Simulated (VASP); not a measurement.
# CsI (Pm-3m) in VASP: a series of runs

The runs below take CsI through single point, relaxation of cell and atoms, with PBEsol.

All numbers are computed with VASP 6.6.1; they aren't measurements. Logs are shortened: lines on timing, memory, paths and dates and some standing lists are left out, and cuts for length are marked.

## Step 1: Starting point

Symmetry: Pm-3m, No. 221, cubic system. The conventional cell has a = 4.503 Å, b = 4.503 Å, c = 4.503 Å, α = 90.00°, β = 90.00°, γ = 90.00°. Cs (site symmetry m-3m) is surrounded by 8 I at 3.90 Å. Around I (site symmetry m-3m) lie 8 Cs at 3.90 Å.

## Step 2: Single point, PBEsol (I replaced by Br, lengths x 0.970, strained and moved within the space group)

File INCAR:

```
SYSTEM = CsBr
ALGO = Normal
EDIFF = 1E-7
ENCUT = 520
GGA = PS
ISIF = 2
ISMEAR = 0
LASPH = .True.
LCHARG = .False.
LREAL = .False.
LWAVE = .False.
NBANDS = 15
NELM = 80
PREC = Accurate
SIGMA = 0.1
```

File KPOINTS:

```
k-points
0
Gamma
  4 4 4
  0 0 0
```

File POSCAR:

```
CsBr
1.0
    4.4513752052      0.0000000000      0.0000000000
    0.0000000000      4.4513752052      0.0000000000
    0.0000000000      0.0000000000      4.4513752052
Cs Br
1 1
Direct
    0.0000000000      0.0000000000      0.0000000000
    0.5000000000      0.5000000000      0.5000000000
```

Potentials or basis: VASP PAW PBE potentials, release 64 (Cs_sv, Br).

Command:

```
> cat potpaw_PBE.64/Cs_sv/POTCAR potpaw_PBE.64/Br/POTCAR > POTCAR
> mpirun -np 1 vasp_std > vasp.out
```

OUTCAR:

```text
SYSTEM = CsBr
   EDIFF = 1E-7
   ENCUT = 520
   GGA = PS
   ISIF = 2
   ISMEAR = 0
   LASPH = .True.
   LREAL = .False.
   NELM = 80
   PREC = Accurate

 ion  position               nearest neighbor table
   1  0.000  0.000  0.000-
   2  0.500  0.500  0.500-

  LATTYP: Found a simple cubic cell.
 ALAT       =     4.4513752052

  Lattice vectors:

 A1 = (   4.4513752052,   0.0000000000,   0.0000000000)
 A2 = (   0.0000000000,   4.4513752052,   0.0000000000)
 A3 = (   0.0000000000,   0.0000000000,   4.4513752052)

Analysis of symmetry for initial positions (statically):
=====================================================================
 Subroutine PRICEL returns:
 Original cell was already a primitive cell.

 Routine SETGRP: Setting up the symmetry group for a
 simple cubic supercell.

 Subroutine GETGRP returns: Found 48 space group operations
 (whereof 48 operations were pure point group operations)
 out of a pool of 48 trial point group operations.

The static configuration has the point symmetry O_h .

Analysis of symmetry for dynamics (positions and initial velocities):
=====================================================================
 Subroutine PRICEL returns:
 Original cell was already a primitive cell.

 Routine SETGRP: Setting up the symmetry group for a
 simple cubic supercell.

 Subroutine GETGRP returns: Found 48 space group operations
 (whereof 48 operations were pure point group operations)
 out of a pool of 48 trial point group operations.

The dynamic configuration has the point symmetry O_h .

 Subroutine INISYM returns: Found 48 space group operations
 (whereof 48 operations are pure point group operations),
 and found     1 'primitive' translations

----------------------------------------------------------------------------------------

                                     Primitive cell

  volume of cell :      88.2028

  direct lattice vectors                    reciprocal lattice vectors
     4.451375205  0.000000000  0.000000000     0.224649677  0.000000000  0.000000000
     0.000000000  4.451375205  0.000000000     0.000000000  0.224649677  0.000000000
     0.000000000  0.000000000  4.451375205     0.000000000  0.000000000  0.224649677

  length of vectors
     4.451375205  4.451375205  4.451375205     0.224649677  0.224649677  0.224649677

  position of ions in fractional coordinates (direct lattice)
     0.000000000  0.000000000  0.000000000
     0.500000000  0.500000000  0.500000000

  ion indices of the primitive-cell ions
   primitive index   ion index
                 1           1
                 2           2

----------------------------------------------------------------------------------------

 KPOINTS: k-points

Automatic generation of k-mesh.
 Grid dimensions read from file:
 generate k-points for:    4    4    4

 Generating k-lattice:

  Cartesian coordinates                     Fractional coordinates (reciprocal lattice)
     0.056162419  0.000000000  0.000000000     0.250000000  0.000000000  0.000000000
     0.000000000  0.056162419  0.000000000     0.000000000  0.250000000  0.000000000
     0.000000000  0.000000000  0.056162419     0.000000000  0.000000000  0.250000000

  Length of vectors
     0.056162419  0.056162419  0.056162419

  Shift w.r.t. Gamma in fractional coordinates (k-lattice)
     0.000000000  0.000000000  0.000000000

 Subroutine IBZKPT returns following result:
 ===========================================

 Found     10 irreducible k-points:

 Following reciprocal coordinates:
            Coordinates               Weight
  0.000000  0.000000  0.000000      1.000000
  0.250000  0.000000  0.000000      6.000000
  0.500000  0.000000  0.000000      3.000000
  0.250000  0.250000  0.000000     12.000000
  0.500000  0.250000  0.000000     12.000000
  0.500000  0.500000  0.000000      3.000000
  0.250000  0.250000  0.250000      8.000000
  0.500000  0.250000  0.250000     12.000000
  0.500000  0.500000  0.250000      6.000000
  0.500000  0.500000  0.500000      1.000000
   k-points           NKPTS =     10   k-points in BZ     NKDIM =     10   number of bands    NBANDS=     15
   number of dos      NEDOS =    301   number of ions     NIONS =      2
   total plane-waves  NPLWV =  46656
   dimension x,y,z NGX =    36 NGY =   36 NGZ =   36
   dimension x,y,z NGXF=    72 NGYF=   72 NGZF=   72
   ions per type =               1   1
   NGX,Y,Z   is equivalent  to a cutoff of  13.44, 13.44, 13.44 a.u.
   NGXF,Y,Z  is equivalent  to a cutoff of  26.89, 26.89, 26.89 a.u.
 SYSTEM =  CsBr
   PREC   = accura    normal or accurate (medium, high low for compatibility)
   ISTART =      0    job   : 0-new  1-cont  2-samecut
   ICHARG =      2    charge: 1-file 2-atom 10-const
   ISPIN  =      1    spin polarized calculation?
   LNONCOLLINEAR =      F non collinear calculations
   LSORBIT =      F    spin-orbit coupling
   LASPH  =      T    aspherical Exc in radial PAW
   ENCUT  =  520.0 eV  38.22 Ry    6.18 a.u.   8.28  8.28  8.28*2*pi/ulx,y,z
   NELM   =     80;   NELMIN=  2; NELMDL= -5     # of ELM steps
   EDIFF  = 0.1E-06   stopping-criterion for ELM
   LREAL  =      F    real-space projection
   EDIFFG = 0.1E-05   stopping-criterion for IOM
   NSW    =      0    number of steps for IOM
   IBRION =     -1    ionic relax: 0-MD 1-quasi-New 2-CG
   NFREE  =      0    steps in history (QN), initial steepest desc. (CG)
   ISIF   =      2    stress and relaxation
   ISYM   =      2    0-nonsym 1-usesym 2-fastsym
   POTIM  = 0.5000    time-step for ionic-motion
   TEBEG  =    0.0;   TEEND  =   0.0 temperature during run
   PSTRESS=    0.0 pullay stress
   NELECT =      16.0000    total number of electrons
   NUPDOWN=      -1.0000    fix difference up-down
   EMIN   =  10.00;   EMAX   =-10.00  energy-range for DOS
   EFERMI =   0.00;   METHOD = LEGACY
   ISMEAR =     0;   SIGMA  =   0.10  broadening in eV -4-tet -1-fermi 0-gaus
   EFERMI_NEDOS =   21; number of points for ismear=-14 and -15
   IALGO  =     38    algorithm
   IMIX   =      4    mixing-type and parameters
     AMIX     =   0.40;   BMIX     =  1.00
     AMIX_MAG =   1.60;   BMIX_MAG =  1.00
  volume/ion in A,a.u.               =      44.10       297.61
  Fermi-wavevector in a.u.,A,eV,Ry     =   0.926732  1.751269 11.685111  0.858831
  Thomas-Fermi vector in A             =   2.052725
   LORBIT       =      0    0 simple, 1 ext, 2 COOP (PROOUT), +10 PAW based schemes
   GGA     = PS    functional components
   LHFCALC =     F    Hartree Fock is set to
   AEXX    =    0.0000 exact exchange contribution
   IVDW    =     0    specifies the selected vdW correction
   LEPSILON=     F    determine dielectric tensor
   LRPA    =     F    only Hartree local field effects (RPA)
 non-spin polarized calculation
 Gauss-broadening in eV      SIGMA  =   0.10
  energy-cutoff  :      520.00
  volume of cell :       88.20
 maximum number of plane-waves:      2408
 NGX is ok and might be reduce to    36

 number of electron      15.9999997 magnetization

 Free energy of the ion-electron system (eV)
  ---------------------------------------------------
  ext. energy  EPLUGINS =         0.00000000
  ---------------------------------------------------
  free energy    TOTEN  =        -6.28328925 eV

  energy without entropy =       -6.28328925  energy(sigma->0) =       -6.28328925

 E-fermi :  -0.3982     XC(G=0):  -7.7678

 val. band max:       -0.9108572668   @ k =   0.5000   0.5000   0.0000
 cond. band min:       3.0177059086   @ k =   0.0000   0.0000   0.0000
 fundamental gap:      3.9285631754
 Fermi energy:        -0.3982306482

 k-point     1 :       0.0000    0.0000    0.0000
  band No.  band energies     occupation
      1     -20.8616      2.00000
      2     -13.1790      2.00000
      3      -7.4771      2.00000
      4      -7.4771      2.00000
      5      -7.4771      2.00000
      6      -0.9456      2.00000
      7      -0.9456      2.00000
      8      -0.9456      2.00000
      9       3.0177      0.00000
     10       3.9815      0.00000
     11       3.9815      0.00000
     12       7.8141      0.00000
     13       7.8141      0.00000
     14       7.8141      0.00000
     15      10.6808      0.00000

 k-point     2 :       0.2500    0.0000    0.0000
  band No.  band energies     occupation
      1     -20.8452      2.00000
      2     -13.1775      2.00000
      3      -7.6422      2.00000
      4      -7.4422      2.00000
      5      -7.4422      2.00000
      6      -1.5839      2.00000
      7      -1.0118      2.00000
      8      -1.0118      2.00000
      9       4.1933      0.00000
     10       4.3317      0.00000
     11       5.0360      0.00000
     12       7.5557      0.00000
     13       7.5557      0.00000
     14       8.0736      0.00000
     15       8.6237      0.00000

 k-point     3 :       0.5000    0.0000    0.0000
  band No.  band energies     occupation
      1     -20.8287      2.00000
      2     -13.1771      2.00000
      3      -7.7925      2.00000
      4      -7.4065      2.00000
      5      -7.4065      2.00000
      6      -2.0667      2.00000
      7      -1.0809      2.00000
      8      -1.0809      2.00000
      9       4.8811      0.00000
     10       5.7474      0.00000
     11       6.0681      0.00000
     12       7.2471      0.00000
     13       7.4776      0.00000
     14       7.4776      0.00000
     15       8.4182      0.00000

 k-point     4 :       0.2500    0.2500    0.0000
  band No.  band energies     occupation
      1     -20.8298      2.00000
      2     -13.1576      2.00000
      3      -7.6992      2.00000
      4      -7.6094      2.00000
      5      -7.4130      2.00000
      6      -1.5940      2.00000
      7      -1.2563      2.00000
      8      -1.0038      2.00000
      9       4.4899      0.00000
     10       4.8642      0.00000
     11       5.7560      0.00000
     12       6.7907      0.00000
     13       7.1165      0.00000
     14       7.7453      0.00000
     15       8.9225      0.00000

 k-point     5 :       0.5000    0.2500    0.0000
  band No.  band energies     occupation
      1     -20.8142      2.00000
      2     -13.1379      2.00000
      3      -7.8482      2.00000
      4      -7.6696      2.00000
      5      -7.3833      2.00000
      6      -1.7670      2.00000
      7      -1.2983      2.00000
      8      -0.9984      2.00000
      9       4.6837      0.00000
     10       5.0372      0.00000
     11       6.4718      0.00000
     12       6.6994      0.00000
     13       6.8368      0.00000
     14       7.9565      0.00000
     15       9.2604      0.00000

 k-point     6 :       0.5000    0.5000    0.0000
  band No.  band energies     occupation
      1     -20.7995      2.00000
      2     -13.0976      2.00000
      3      -7.9071      2.00000
      4      -7.9071      2.00000
      5      -7.3599      2.00000
      6      -1.4761      2.00000
      7      -1.4761      2.00000
      8      -0.9109      2.00000
      9       4.1433      0.00000
     10       4.3691      0.00000
     11       6.1130      0.00000
     12       6.1130      0.00000
     13       9.1611      0.00000
     14       9.1611      0.00000
     15       9.5768      0.00000

 k-point     7 :       0.2500    0.2500    0.2500
  band No.  band energies     occupation
      1     -20.8149      2.00000
      2     -13.1312      2.00000
      3      -7.6518      2.00000
      4      -7.6518      2.00000
      5      -7.6157      2.00000
      6      -1.4130      2.00000
      7      -1.3846      2.00000
      8      -1.3846      2.00000
      9       5.3787      0.00000
     10       5.8124      0.00000
     11       5.8124      0.00000
     12       6.2198      0.00000
     13       6.6594      0.00000
     14       6.6594      0.00000
     15      10.7772      0.00000

 k-point     8 :       0.5000    0.2500    0.2500
  band No.  band energies     occupation
      1     -20.8000      2.00000
      2     -13.1046      2.00000
      3      -7.8469      2.00000
      4      -7.6486      2.00000
      5      -7.6028      2.00000
      6      -1.7100      2.00000
      7      -1.5155      2.00000
      8      -1.2264      2.00000
      9       5.3385      0.00000
     10       5.5421      0.00000
     11       5.8711      0.00000
     12       6.6732      0.00000
     13       7.1244      0.00000
     14       7.9006      0.00000
     15       9.8442      0.00000

 k-point     9 :       0.5000    0.5000    0.2500
  band No.  band energies     occupation
      1     -20.7856      2.00000
      2     -13.0707      2.00000
      3      -7.8480      2.00000
      4      -7.8480      2.00000
      5      -7.5809      2.00000
      6      -1.6837      2.00000
      7      -1.6837      2.00000
      8      -1.4560      2.00000
      9       5.4044      0.00000
     10       5.5499      0.00000
     11       6.3107      0.00000
     12       6.3107      0.00000
     13       8.4991      0.00000
     14       8.4991      0.00000
     15       9.6606      0.00000

 k-point    10 :       0.5000    0.5000    0.5000
  band No.  band energies     occupation
      1     -20.7716      2.00000
      2     -13.0433      2.00000
      3      -7.7864      2.00000
      4      -7.7864      2.00000
      5      -7.7864      2.00000
      6      -1.8880      2.00000
      7      -1.8880      2.00000
      8      -1.8880      2.00000
      9       6.8270      0.00000
     10       6.8270      0.00000
     11       6.8270      0.00000
     12       7.5757      0.00000
     13       7.5757      0.00000
     14       7.5757      0.00000
     15       9.7493      0.00000

------------------------ aborting loop because EDIFF is reached ----------------------------------------

  FORCE on cell =-STRESS in cart. coord.  units (eV):
  Direction    XX          YY          ZZ          XY          YZ          ZX
  --------------------------------------------------------------------------------------
  -------------------------------------------------------------------------------------
  Total       -0.8397449     -0.8397449     -0.8397449     -0.0000000     -0.0000000      0.0000000
  in kB      -15.2537049    -15.2537049    -15.2537049     -0.0000000     -0.0000000      0.0000000
  external PRESSURE =     -15.2537049 kB  Pullay stress =       0.0000000 kB

 VOLUME and BASIS-vectors are now :
 -----------------------------------------------------------------------------
  energy-cutoff  :      520.00
  volume of cell :       88.20
      direct lattice vectors                 reciprocal lattice vectors
     4.451375205  0.000000000  0.000000000     0.224649677  0.000000000  0.000000000
     0.000000000  4.451375205  0.000000000     0.000000000  0.224649677  0.000000000
     0.000000000  0.000000000  4.451375205     0.000000000  0.000000000  0.224649677

 POSITION                                       TOTAL-FORCE (eV/Angst)
 -----------------------------------------------------------------------------------
      0.00000      0.00000      0.00000         0.000000      0.000000      0.000000
      2.22569      2.22569      2.22569         0.000000      0.000000      0.000000
 -----------------------------------------------------------------------------------
    total drift:                                0.000000      0.000000      0.000000

  FREE ENERGIE OF THE ION-ELECTRON SYSTEM (eV)
  ---------------------------------------------------
  free  energy   TOTEN  =        -6.2832892463 eV

  energy  without entropy=       -6.2832892463  energy(sigma->0) =       -6.28328925
```

It took 13 s on 1 thread of Intel Xeon Platinum 8488C (Sapphire Rapids), shared host; peak memory 0.2 GiB.

Results:

* Free energy: -6.2833 eV
* Pressure: -1.5 GPa
* Band gap on the k mesh: 3.93 eV, indirect (least direct gap 3.96 eV)

Levels at points of the mesh, in eV from the valence-band top:
| k point | band 4 | band 5 | band 6 | band 7 | band 8 | band 9 | band 10 | band 11 | band 12 | band 13 |
| --- | --- | --- | --- | --- | --- | --- | --- | --- | --- | --- |
| (0.00, 0.00, 0.00) | -6.57 | -6.57 | -0.03 | -0.03 | -0.03 | 3.93 | 4.89 | 4.89 | 8.72 | 8.72 |
| (0.50, 0.00, 0.00) | -6.50 | -6.50 | -1.16 | -0.17 | -0.17 | 5.79 | 6.66 | 6.98 | 8.16 | 8.39 |
| (0.50, 0.50, 0.00) | -7.00 | -6.45 | -0.57 | -0.57 | 0.00 | 5.05 | 5.28 | 7.02 | 7.02 | 10.07 |
| (0.50, 0.50, 0.50) | -6.88 | -6.88 | -0.98 | -0.98 | -0.98 | 7.74 | 7.74 | 7.74 | 8.49 | 8.49 |

Caveat: the PAW data sets were made with another functional, which shifts forces and pressure a little; spin-orbit coupling is left out, which moves the levels of the heavy elements.

## Step 3: Single point, PBEsol

This run's cell holds other atoms than the first one's.

File INCAR:

```
SYSTEM = CsI
  ALGO = Normal
  EDIFF = 1E-7
  ENCUT = 520
  GGA = PS
  ISIF = 2
  ISMEAR = 0
  LASPH = .True.
  LCHARG = .False.
  LREAL = .False.
  LWAVE = .False.
  NBANDS = 15
  NELM = 80
  PREC = Accurate
  SIGMA = 0.02
```

File KPOINTS:

```
k-points
0
Gamma
  6 6 6
  0 0 0
```

File POSCAR:

```
CsI
1.0
    4.5033237172      0.0000000000      0.0000000000
    0.0000000000      4.5033237172      0.0000000000
    0.0000000000      0.0000000000      4.5033237172
Cs I
1 1
Direct
    0.0000000000      0.0000000000      0.0000000000
    0.5000000000      0.5000000000      0.5000000000
```

Potentials or basis: VASP PAW PBE potentials, release 64 (Cs_sv, I).

Command:

```
> cat potpaw_PBE.64/Cs_sv/POTCAR potpaw_PBE.64/I/POTCAR > POTCAR
> mpirun -np 1 vasp_std > vasp.out
```

Run time: 16 s. Hardware: 1 thread of AMD EPYC 9R45 (Zen 5), shared host; peak memory 0.18 GiB.

Results (log left out):

| Item | Value |
| --- | --- |
| Free energy | -5.7745 eV |
| Pressure | 0.1 GPa |
| Band gap on the k mesh | 3.84 eV, indirect (least direct gap 3.92 eV) |

Levels at points of the mesh, in eV from the valence-band top:
```csv
k point,band 5,band 6,band 7,band 8,band 9,band 10,band 11,band 12
"(0.00, 0.00, 0.00)",-6.99,-0.08,-0.08,-0.08,3.84,4.01,4.01,7.83
"(0.50, 0.00, 0.00)",-6.91,-1.71,-0.27,-0.27,5.09,6.52,6.68,6.83
"(0.50, 0.50, 0.00)",-6.86,-0.90,-0.90,0.00,4.11,4.83,6.04,6.04
"(0.50, 0.50, 0.50)",-7.28,-1.45,-1.45,-1.45,7.19,7.19,7.19,8.01
```

Caveat: the PAW data sets were made with another functional, which shifts forces and pressure a little; spin-orbit coupling is left out, which moves the levels of the heavy elements.

[end of part 1 of 2]
